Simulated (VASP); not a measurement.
**Se: G0W0 quasiparticle levels with PBE**

Se:

```
CELL_PARAMETERS angstrom
4.36620 0.00000 0.00000
-2.18310 3.78124 0.00000
0.00000 0.00000 4.95360
ATOMIC_POSITIONS crystal
Se 0.77460 0.77460 0.00000
Se 0.00000 0.22540 0.66667
Se 0.22540 0.00000 0.33333
```

```
Program                         : VASP 6.6.1
Task                            : G0W0 quasiparticle levels
Functional                      : PBE
Potentials or basis             : VASP PAW PBE potentials, release 64 (Se_GW)
Cutoff                          : 500 eV
k mesh                          : 4 × 4 × 2
Occupations                     : gaussian, width 0.01 eV
Spin                            : no spin polarisation
Ladder                          : free
GW scheme                       : G0W0
GW iterations                   : 1
Cutoff of the response function : 150
Frequency points                : 50
Empty bands                     : 341
Further INCAR settings          : ALGO = EVGW0; EDIFF = 1e-08; NBANDS = 350
```

```yaml
Band_gap_on_the_k_mesh_mean-field_level: 1.20 eV, indirect (least direct gap 1.62 eV)
Quasiparticle_gap: 1.79 eV
Least_direct_quasiparticle_gap: 2.28 eV
```

Levels at points of the mesh, in eV from the valence-band top:
| k point | band 6 | band 7 | band 8 | band 9 | band 10 | band 11 | band 12 | band 13 |
| --- | --- | --- | --- | --- | --- | --- | --- | --- |
| (0.00, 0.00, 0.00) | -3.78 | -2.06 | -2.06 | -0.43 | 1.86 | 1.86 | 2.16 | 6.15 |
| (0.50, 0.00, 0.00) | -3.46 | -2.91 | -1.80 | -1.02 | 1.91 | 2.32 | 4.10 | 5.26 |
| (0.00, 0.00, 0.50) | -3.40 | -1.56 | -1.56 | -1.14 | 1.20 | 1.20 | 1.25 | 6.25 |
| (0.50, 0.00, 0.50) | -4.26 | -1.94 | -1.39 | 0.00 | 1.62 | 2.70 | 2.95 | 6.25 |

Wall time 120 s on 4 MPI ranks on AMD EPYC 9R45 96-Core Processor (Zen 5) (shared host), peak memory 1 GiB a rank.

Caveat: the k mesh is coarse (spacing up to 0.63 Å⁻¹), so the values aren't converged; bands, screening cutoff and mesh are small and nothing is extrapolated, so the quasiparticle values aren't converged. A k mesh can miss the band edges.
